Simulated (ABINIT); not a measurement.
# PbS (Galena) (Fm-3m) in ABINIT: single point with LDA

Aim: the single point of PbS (Galena) with LDA.

Everything below comes from runs of ABINIT 10.8.3 (patched build). Logs are shortened: lines on timing, memory, paths and dates and some standing lists are left out, and cuts for length are marked. The log counts tension as positive stress, the text compression.

## 1. Starting point

Symmetry: Fm-3m, No. 225, cubic system. The conventional cell has a = 5.931 Å, b = 5.931 Å, c = 5.931 Å, α = 90.00°, β = 90.00°, γ = 90.00°. Pb (site symmetry m-3m) has 6 S at 2.97 Å as nearest neighbours. S (site symmetry m-3m) has 6 Pb at 2.97 Å as nearest neighbours.

## 2. Single point, LDA

run.abi reads:

```
pp_dirpath "./"
pseudos "Pb.upf, S.upf"

acell 3*1.0 Angstrom
rprim
     0.0000000000     2.9657500000     2.9657500000
     2.9657500000     0.0000000000     2.9657500000
     2.9657500000     2.9657500000     0.0000000000
ntypat 2
znucl 82 16
natom 2
typat 1 2
xcart
     0.0000000000     0.0000000000     0.0000000000
     2.9657500000     2.9657500000     2.9657500000 Angstrom

ecut 24.0

kptopt 1
ngkpt 6 6 6
nshiftk 1
shiftk 0.0 0.0 0.0

ixc 7

nband 14
occopt 3
tsmear 0.05 eV

nstep 100
tolvrs 1.0e-10

iomode 3
prtwf 0
prtden 0
prteig 0
prtebands 0
```

Potentials or basis: PseudoDojo NC SR LDA v0.4.1 standard.

Launch:

```console
$ abinit run.abi > log 2>&1
```

run.abo:

```text
.Version 10.8.3 of ABINIT
 Symmetries : space group Fm -3 m (#225); Bravais cF (face-center cubic)
================================================================================
 Values of the parameters that define the memory need of the present run
     intxc =       0    ionmov =       0      iscf =       7    lmnmax =       6
     lnmax =       6     mgfft =      36  mpssoang =       3    mqgrid =    3001
     natom =       2  nloc_mem =       1    nspden =       1   nspinor =       1
    nsppol =       1      nsym =      48    n1xccc =    2501    ntypat =       2
    occopt =       3   xclevel =       1
       mpw =        1994          nfft =       46656          nkpt =          16
================================================================================
================================================================================

--------------------------------------------------------------------------------
------------- Echo of variables that govern the present computation ------------
--------------------------------------------------------------------------------
 -outvars: echo values of preprocessed input variables --------
            acell      1.8897261259E+00  1.8897261259E+00  1.8897261259E+00 Bohr
              amu      2.07200000E+02  3.20660000E+01
             ecut      2.40000000E+01 Hartree
              ixc           7
         kptrlatt        6    0    0      0    6    0      0    0    6
          kptrlen      4.75553798E+01
            natom           2
            nband          14
            ngfft          36      36      36
             nkpt          16
            nstep         100
             nsym          48
           ntypat           2
           occopt           3
           prtden           0
        prtebands           0
           prteig           0
            prtwf           0
            rprim      0.0000000000E+00  2.9657500000E+00  2.9657500000E+00
                       2.9657500000E+00  0.0000000000E+00  2.9657500000E+00
                       2.9657500000E+00  2.9657500000E+00  0.0000000000E+00
          spgroup         225
           tolvrs      1.00000000E-10
           tsmear      1.83746611E-03 Hartree
            typat      1  2
           xangst      0.0000000000E+00  0.0000000000E+00  0.0000000000E+00
                       2.9657500000E+00  2.9657500000E+00  2.9657500000E+00
            xcart      0.0000000000E+00  0.0000000000E+00  0.0000000000E+00
                       5.6044552579E+00  5.6044552579E+00  5.6044552579E+00
             xred      0.0000000000E+00  0.0000000000E+00  0.0000000000E+00
                       5.0000000000E-01  5.0000000000E-01  5.0000000000E-01
            znucl       82.00000   16.00000

================================================================================

 chkinp: Checking input parameters for consistency.

[... 91 lines left out ...]
 Integrated electronic density in atomic spheres:
 ------------------------------------------------
 Atom  Sphere_radius  Integrated_density
    1        2.00000         10.03926346
    2        2.00000          3.81979173
================================================================================

 ----iterations are completed or convergence reached----

 Mean square residual over all n,k,spin=   29.371E-09; max=  38.716E-07
 reduced coordinates (array xred) for    2 atoms
       0.000000000000      0.000000000000      0.000000000000
       0.500000000000      0.500000000000      0.500000000000
 rms dE/dt=  0.0000E+00; max dE/dt=  0.0000E+00; dE/dt below (all hartree)
    1       0.000000000000      0.000000000000      0.000000000000
    2       0.000000000000      0.000000000000      0.000000000000

 cartesian coordinates (angstrom) at end:
    1      0.00000000000000     0.00000000000000     0.00000000000000
    2      2.96575000000000     2.96575000000000     2.96575000000000

 cartesian forces (hartree/bohr) at end:
    1     -0.00000000000000    -0.00000000000000    -0.00000000000000
    2     -0.00000000000000    -0.00000000000000    -0.00000000000000
 frms,max,avg= 0.0000000E+00 0.0000000E+00   0.000E+00  0.000E+00  0.000E+00 h/b

 cartesian forces (eV/Angstrom) at end:
    1     -0.00000000000000    -0.00000000000000    -0.00000000000000
    2     -0.00000000000000    -0.00000000000000    -0.00000000000000
 frms,max,avg= 0.0000000E+00 0.0000000E+00   0.000E+00  0.000E+00  0.000E+00 e/A
 length scales=  1.889726125908  1.889726125908  1.889726125908 bohr
              =  1.000000000000  1.000000000000  1.000000000000 angstroms
 Fermi (or HOMO) energy (hartree) =   0.16201   Average Vxc (hartree)=  -0.37788
 Eigenvalues (hartree) for nkpt=  16  k points:
 kpt#   1, nband= 14, wtk=  0.00463, kpt=  0.0000  0.0000  0.0000 (reduced coord)
  -0.45559   -0.45559   -0.45559   -0.45525   -0.45525   -0.34058   -0.06722    0.07977
   0.07977    0.07977    0.34464    0.34464    0.34464    0.40253
      occupation numbers for kpt#   1
   2.00000    2.00000    2.00000    2.00000    2.00000    2.00000    2.00000    2.00000
   2.00000    2.00000    0.00000    0.00000    0.00000    0.00000
 prteigrs : prtvol=0 or 1, do not print more k-points.

--- !EnergyTerms
iteration_state     : {dtset: 1, }
comment             : Components of total free energy in Hartree
kinetic             :  3.83155009046854E+01
hartree             :  1.51902572948091E+01
xc                  : -2.28961986720822E+01
Ewald energy        : -5.56148219797499E+01
psp_core            :  2.99870423711043E+00
local_psp           : -4.66040986714486E+01
non_local_psp       : -1.27472712474553E+01
internal            : -8.13579281341310E+01
'-kT*entropy'       : -3.81097587215543E-05
total_energy        : -8.13579662438898E+01
total_energy_eV     : -2.21386304364997E+03
band_energy         : -5.03270655359610E+00
...

 Cartesian components of stress tensor (hartree/bohr^3)
  sigma(1 1)=  1.03829663E-04  sigma(3 2)=  0.00000000E+00
  sigma(2 2)=  1.03829663E-04  sigma(3 1)=  0.00000000E+00
  sigma(3 3)=  1.03829663E-04  sigma(2 1)=  0.00000000E+00

-Cartesian components of stress tensor (GPa)         [Pressure= -3.0548E+00 GPa]
- sigma(1 1)=  3.05477415E+00  sigma(3 2)=  0.00000000E+00
- sigma(2 2)=  3.05477415E+00  sigma(3 1)=  0.00000000E+00
- sigma(3 3)=  3.05477415E+00  sigma(2 1)=  0.00000000E+00

== END DATASET(S) ==============================================================
================================================================================

 -outvars: echo values of variables after computation  --------
            acell      1.8897261259E+00  1.8897261259E+00  1.8897261259E+00 Bohr
           etotal     -8.1357966244E+01
            fcart     -0.0000000000E+00 -0.0000000000E+00 -0.0000000000E+00
                      -0.0000000000E+00 -0.0000000000E+00 -0.0000000000E+00
            rprim      0.0000000000E+00  2.9657500000E+00  2.9657500000E+00
                       2.9657500000E+00  0.0000000000E+00  2.9657500000E+00
                       2.9657500000E+00  2.9657500000E+00  0.0000000000E+00
           strten      1.0382966286E-04  1.0382966286E-04  1.0382966286E-04
                       0.0000000000E+00  0.0000000000E+00  0.0000000000E+00
           xangst      0.0000000000E+00  0.0000000000E+00  0.0000000000E+00
                       2.9657500000E+00  2.9657500000E+00  2.9657500000E+00
             xred      0.0000000000E+00  0.0000000000E+00  0.0000000000E+00
                       5.0000000000E-01  5.0000000000E-01  5.0000000000E-01
 Calculation completed.
```

Run time: 9.7 s. Hardware: 1 thread of Intel Xeon Platinum 8488C (Sapphire Rapids), shared host; peak memory 0.06 GiB.

Results:

```yaml
Free_energy: -2213.8630 eV
Band_gap_on_the_k_mesh: 0.24 eV, direct
Valence_electrons_inside_the_program's_atomic_spheres: Pb 10.04; S 3.82
```

Caveat: the cutoff is too short for stress, so the log's stress isn't used; spin-orbit coupling is left out, which as a rule narrows the gap of such compounds by several tenths of an eV.
